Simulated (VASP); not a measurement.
# Te (C2/m) in VASP: a series of runs, part 2 of 2

VASP 6.6.1. The steps go on from the part before.

### 5 Single point, PBE

INCAR

```
ADDGRID = F
ALGO = Normal
EDIFF = 1E-6
ENCUT = 460
GGA = PE
ISIF = 2
ISMEAR = 0
LASPH = T
LCHARG = F
LREAL = F
LWAVE = F
NBANDS = 16
NELM = 100
PREC = Accurate
SIGMA = 0.05
```

KPOINTS

```
k-points
0
Gamma
  3 3 2
```

POSCAR

```
Te
1.0
    3.8202894285     -2.1482026000      0.0000000000
    3.8202894285      2.1482026000      0.0000000000
   -0.0942908673      0.0000000000      5.9760906531
Te
3
Direct
    0.0053760000      0.0030970000      0.0153300000
    0.3128830000      0.3144850000      0.3485460000
    0.7243610000      0.6723340000      0.6509690000
```

Potentials or basis: VASP PAW PBE potentials, release 64 (Te).

Run with:

```
$ cat potpaw_PBE.64/Te/POTCAR > POTCAR
$ mpirun -np 1 vasp_std > vasp.out
```

OUTCAR:

```text
EDIFF = 1E-6
   ENCUT = 460
   GGA = PE
   ISIF = 2
   ISMEAR = 0
   LASPH = T
   LREAL = F
   NELM = 100
   PREC = Accurate

 Found     10 irreducible k-points:

 Following reciprocal coordinates:
            Coordinates               Weight
  0.000000  0.000000  0.000000      1.000000
  0.333333 -0.000000 -0.000000      2.000000
  0.000000 -0.333333  0.000000      2.000000
  0.333333  0.333333  0.000000      2.000000
 -0.333333  0.333333  0.000000      2.000000
  0.000000  0.000000  0.500000      1.000000
   k-points           NKPTS =     10   k-points in BZ     NKDIM =     10   number of bands    NBANDS=     16
   number of dos      NEDOS =    301   number of ions     NIONS =      3
   total plane-waves  NPLWV =  43008
   dimension x,y,z NGX =    32 NGY =   32 NGZ =   42
   dimension x,y,z NGXF=    64 NGYF=   64 NGZF=   84
   ions per type =               3
   NGX,Y,Z   is equivalent  to a cutoff of  12.14, 12.14, 11.68 a.u.
   NGXF,Y,Z  is equivalent  to a cutoff of  24.28, 24.28, 23.36 a.u.
 SYSTEM =  unknown system
   PREC   = accura    normal or accurate (medium, high low for compatibility)
   ISTART =      0    job   : 0-new  1-cont  2-samecut
   ICHARG =      2    charge: 1-file 2-atom 10-const
   ISPIN  =      1    spin polarized calculation?
   LNONCOLLINEAR =      F non collinear calculations
   LSORBIT =      F    spin-orbit coupling
   LASPH  =      T    aspherical Exc in radial PAW
   ENCUT  =  460.0 eV  33.81 Ry    5.81 a.u.   7.66  7.66 10.45*2*pi/ulx,y,z
   NELM   =    100;   NELMIN=  2; NELMDL= -5     # of ELM steps
   EDIFF  = 0.1E-05   stopping-criterion for ELM
   LREAL  =      F    real-space projection
   EDIFFG = 0.1E-04   stopping-criterion for IOM
   NSW    =      0    number of steps for IOM
   IBRION =     -1    ionic relax: 0-MD 1-quasi-New 2-CG
   NFREE  =      0    steps in history (QN), initial steepest desc. (CG)
   ISIF   =      2    stress and relaxation
   ISYM   =      2    0-nonsym 1-usesym 2-fastsym
   POTIM  = 0.5000    time-step for ionic-motion
   TEBEG  =    0.0;   TEEND  =   0.0 temperature during run
   PSTRESS=    0.0 pullay stress
   NELECT =      18.0000    total number of electrons
   NUPDOWN=      -1.0000    fix difference up-down
   EMIN   =  10.00;   EMAX   =-10.00  energy-range for DOS
   EFERMI =   0.00;   METHOD = LEGACY
   ISMEAR =     0;   SIGMA  =   0.05  broadening in eV -4-tet -1-fermi 0-gaus
   EFERMI_NEDOS =   21; number of points for ismear=-14 and -15
   IALGO  =     38    algorithm
   IMIX   =      4    mixing-type and parameters
     AMIX     =   0.40;   BMIX     =  1.00
     AMIX_MAG =   1.60;   BMIX_MAG =  1.00
  volume/ion in A,a.u.               =      32.70       220.64
  Fermi-wavevector in a.u.,A,eV,Ry     =   0.930307  1.758025 11.775440  0.865470
  Thomas-Fermi vector in A             =   2.056681
   LORBIT       =      0    0 simple, 1 ext, 2 COOP (PROOUT), +10 PAW based schemes
   GGA     = PE    functional components
   LHFCALC =     F    Hartree Fock is set to
   AEXX    =    0.0000 exact exchange contribution
   IVDW    =     0    specifies the selected vdW correction
   LEPSILON=     F    determine dielectric tensor
   LRPA    =     F    only Hartree local field effects (RPA)
 non-spin polarized calculation
 Gauss-broadening in eV      SIGMA  =   0.05
  energy-cutoff  :      460.00
  volume of cell :       98.09
 maximum number of plane-waves:      2206
 NGX is ok and might be reduce to    30
   NGX = 15   NGY = 15   NGZ = 21

 number of electron      17.9999999 magnetization

 Free energy of the ion-electron system (eV)
  ---------------------------------------------------
  ext. energy  EPLUGINS =         0.00000000
  ---------------------------------------------------
  free energy    TOTEN  =        -8.98678567 eV

  energy without entropy =       -8.98312476  energy(sigma->0) =       -8.98495522

 E-fermi :   6.5765     XC(G=0):  -9.2636

 val. band max:        6.1820153901   @ k =  -0.3333   0.3333   0.5000
 cond. band min:       6.5796585702   @ k =  -0.3333   0.3333   0.5000
 fundamental gap:      0.3976431801
 Fermi energy:         6.5764613665

 k-point     1 :       0.0000    0.0000    0.0000
  band No.  band energies     occupation
      1      -7.3382      2.00000
      2      -4.1337      2.00000
      3      -3.6959      2.00000
      4       3.3687      2.00000
      5       3.7062      2.00000
      6       4.3107      2.00000
[... 8 lines left out ...]
     15      12.5043      0.00000
     16      12.6786      0.00000
[... 77 lines left out ...]
 k-point     6 :       0.0000    0.0000    0.5000
  band No.  band energies     occupation
      1      -6.8517      2.00000
      2      -5.8931      2.00000
      3      -1.8504      2.00000
      4       2.6675      2.00000
      5       3.4680      2.00000
      6       3.8929      2.00000
[... 8 lines left out ...]
     15      11.4988      0.00000
     16      13.4900      0.00000

 [... further k-points ...]

------------------------ aborting loop because EDIFF is reached ----------------------------------------

  FORCE on cell =-STRESS in cart. coord.  units (eV):
  Direction    XX          YY          ZZ          XY          YZ          ZX
  --------------------------------------------------------------------------------------
  -------------------------------------------------------------------------------------
  Total        1.1019083      2.2747976      0.0335483      0.1815192      0.0129837     -0.7935740
  in kB       17.9985431     37.1564886      0.5479766      2.9649301      0.2120749    -12.9622186
  external PRESSURE =      18.5676694 kB  Pullay stress =       0.0000000 kB

 VOLUME and BASIS-vectors are now :
 -----------------------------------------------------------------------------
  energy-cutoff  :      460.00
  volume of cell :       98.09
      direct lattice vectors                 reciprocal lattice vectors
     3.820289429 -2.148202600  0.000000000     0.130880136 -0.232752721  0.002065029
     3.820289429  2.148202600  0.000000000     0.130880136  0.232752721  0.002065029
    -0.094290867  0.000000000  5.976090653     0.000000000  0.000000000  0.167333472

 POSITION                                       TOTAL-FORCE (eV/Angst)
 -----------------------------------------------------------------------------------
      0.03092     -0.00490      0.09161         0.099399     -0.054258      0.165360
      2.36386      0.00344      2.08294        -0.254183      0.203155     -0.160198
      5.27440     -0.11176      3.89025         0.154784     -0.148896     -0.005162
 -----------------------------------------------------------------------------------
    total drift:                                0.000047     -0.000004     -0.000009

  FREE ENERGIE OF THE ION-ELECTRON SYSTEM (eV)
  ---------------------------------------------------
  free  energy   TOTEN  =        -8.9867856735 eV

  energy  without entropy=       -8.9831247577  energy(sigma->0) =       -8.98495522
```

OSZICAR:

```text
N       E                     dE             d eps       ncg     rms          rms(c)
DAV:   1     0.616510980973E+02    0.61651E+02   -0.58370E+03   320   0.791E+02
DAV:   2    -0.541563606228E+01   -0.67067E+02   -0.64100E+02   432   0.127E+02
DAV:   3    -0.896868726672E+01   -0.35531E+01   -0.35237E+01   384   0.318E+01
DAV:   4    -0.902701296322E+01   -0.58326E-01   -0.58316E-01   480   0.487E+00
DAV:   5    -0.902779505767E+01   -0.78209E-03   -0.78209E-03   424   0.483E-01    0.127E+01
DAV:   6    -0.898523695670E+01    0.42558E-01   -0.95521E-02   400   0.172E+00    0.789E+00
DAV:   7    -0.898678961001E+01   -0.15527E-02   -0.51850E-02   416   0.123E+00    0.946E-01
DAV:   8    -0.898692510703E+01   -0.13550E-03   -0.27922E-03   448   0.310E-01    0.360E-01
DAV:   9    -0.898676456342E+01    0.16054E-03   -0.73203E-04   432   0.142E-01    0.819E-02
DAV:  10    -0.898678606276E+01   -0.21499E-04   -0.11403E-04   392   0.572E-02    0.226E-02
DAV:  11    -0.898678507337E+01    0.98938E-06   -0.15013E-05   424   0.218E-02    0.758E-03
DAV:  12    -0.898678567349E+01   -0.60012E-06   -0.20920E-06   384   0.747E-03
   1 F= -.89867857E+01 E0= -.89849552E+01  d E =-.366092E-02
```

It took 11 s on 1 thread of AMD EPYC 7R13 (Zen 3), shared host; peak memory 0.16 GiB.

These settings aren't checked as converged: the numbers below hold their error.

What came out:

| Quantity | Value |
| --- | --- |
| Free energy | -8.9868 eV |
| Pressure | 1.9 GPa |
| Largest force | 0.363 eV/Å |
| Band gap on the k mesh | none (metal or under the smearing width) |

Caveat: the k mesh is coarse (spacing up to 0.56 Å⁻¹), so the values aren't converged.

### 6 Single point, PBE

Changes to INCAR since step 5:

```diff
@@ -14,2 +14,2 @@
 PREC = Accurate
-SIGMA = 0.05
+SIGMA = 0.5
```

KPOINTS is that of step 5.

POSCAR

```
Te
1.0
    3.8202894285     -2.1482026000      0.0000000000
    3.8202894285      2.1482026000      0.0000000000
   -0.0942908673      0.0000000000      5.9760906531
Te
3
Direct
    0.0000000000      0.0000000000      0.0000000000
    0.3094466100      0.3094466100      0.3388094900
    0.6905533900      0.6905533900      0.6611905100
```

Potentials or basis: VASP PAW PBE potentials, release 64 (Te).

Run with:

```
$ cat potpaw_PBE.64/Te/POTCAR > POTCAR
$ mpirun -np 1 vasp_std > vasp.out
```

It took 9.4 s on 1 thread of AMD EPYC 7R13 (Zen 3), shared host; peak memory 0.16 GiB.

These settings aren't checked as converged: the numbers below hold their error.

What came out:

```
Free energy            : -9.0884 eV
Pressure               : 1.6 GPa
Largest force          : 0.083 eV/Å
Band gap on the k mesh : none (metal or under the smearing width)
```

Caveat: the k mesh is coarse (spacing up to 0.56 Å⁻¹), so the values aren't converged.
